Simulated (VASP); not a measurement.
Write the native input for VASP 6.6.1 that does the following.

| Property | Result |
| --- | --- |
| Task | electrostatic potential |
| Functional | LDA |
| Potentials or basis | VASP PAW LDA potentials, release 64 (Ni) |
| Cutoff | 520 eV |
| k mesh | 20 × 20 × 20 |
| Occupations | methfessel-paxton, width 0.1 eV |
| Spin | collinear spin, ferromagnetic start |
| Starting moments | [0.7] μB |
| Further INCAR settings | ALGO = Fast; EDIFF = 1e-07 |

The structure of Ni lies in POSCAR:

```
Ni                                      
1.0
   -0.0000000000      1.7111178332      1.7111178332
    1.7111178332      0.0000000000      1.7111178332
    1.7111178332      1.7111178332      0.0000000000
  Ni            
     1
Direct
     1.0000000000000000    0.0000000000000000    0.0000000000000000
```

The cell was built by a generator and needn't be a form met in nature.

One way to write it, as run:

INCAR

```
SYSTEM = Ni
PREC = Accurate ; ENCUT = 520
EDIFF = 1E-7 ; ISMEAR = 1
SIGMA = 0.1 ; LREAL = .FALSE.
LASPH = .TRUE. ; NELM = 100
ALGO = Fast ; ISIF = 2
LWAVE = .FALSE. ; LCHARG = .TRUE.
ISPIN = 2 ; MAGMOM = 0.7
LORBIT = 11 ; LMAXMIX = 4
LVHAR = .TRUE.
```

KPOINTS

```
regular mesh
0
G
  20 20 20
  0 0 0
```

Potentials or basis: VASP PAW LDA potentials, release 64 (Ni).

Launch:

```console
$ cat potpaw_LDA.64/Ni/POTCAR > POTCAR
$ mpirun -np 1 vasp_std > vasp.out
```

It gave:

* Pressure: 0.2 GPa
* Band gap on the k mesh: none (metal or under the smearing width)
* Net moment: 0.61 μB per cell
* Site moments: Ni +0.61 μB
* Valence electrons inside the program's atomic spheres: Ni 9.48

Wall time 21 s on 1 thread of Intel(R) Xeon(R) 6975P-C (Granite Rapids), on a shared host, peak memory 0.14 GiB.
